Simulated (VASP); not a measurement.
# Ni: elastic constants with RPBE

Ni:

```
CELL_PARAMETERS angstrom
0.00000 1.77565 1.77565
1.77565 0.00000 1.77565
1.77565 1.77565 0.00000
ATOMIC_POSITIONS crystal
Ni 0.00000 0.00000 0.00000
```

```
Program                   : VASP 6.6.1
Task                      : elastic constants
Functional                : RPBE
Potentials or basis       : VASP PAW PBE potentials, release 64 (Ni)
Cutoff                    : 600 eV
k mesh                    : 20 × 20 × 20
Occupations               : gaussian, width 0.1 eV
Spin                      : collinear spin, ferromagnetic start
Starting moments          : [1.0] μB
Ions in elastic constants : relaxed
Further INCAR settings    : ALGO = Normal; EDIFF = 1e-08; IBRION = 6; POTIM = 0.015; NSW = 1; ISIF = 3
```

| Quantity | Value |
| --- | --- |
| Relaxed volume | 11.21 Å³/atom |
| Relaxed cell | a = 2.512 Å, b = 2.512 Å, c = 2.512 Å, α = 60.00°, β = 60.00°, γ = 60.00° |
| Space group after relaxing (to 0.05 Å) | Fm-3m (No. 225) |
| Net moment | 0.64 μB per cell |
| Site moments | Ni +0.65 μB |
| Valence electrons inside the program's atomic spheres | Ni 9.25 |
| Elastic constants C11, C12, C44 | 250, 141, 122 GPa |
| Voigt bulk modulus | 177 GPa |

Final structure:
```
Ni
1.0
     0.00000    1.77653    1.77653
     1.77653    0.00000    1.77653
     1.77653    1.77653    0.00000
Ni
1
Cartesian
  0.0000 0.0000 0.0000
```

Elastic tensor in Voigt notation (GPa, in the Cartesian axes of the cell as first typed):
```
250 141 141   0   0   0
141 250 141   0   0   0
141 141 250   0   0   0
  0   0   0 122   0   0
  0   0   0   0 122   0
  0   0   0   0   0 122
```

Clamped-ion elastic tensor (GPa):
```
250 141 141   0   0   0
141 250 141   0   0   0
141 141 250   0   0   0
  0   0   0 122   0   0
  0   0   0   0 122   0
  0   0   0   0   0 122
```

Wall time 38 min on 1 thread of AMD EPYC 9R45 (Zen 5), on a shared host, peak memory 0.89 GiB.

Caveat: the PAW data sets were made with another functional, which shifts forces and pressure a little.
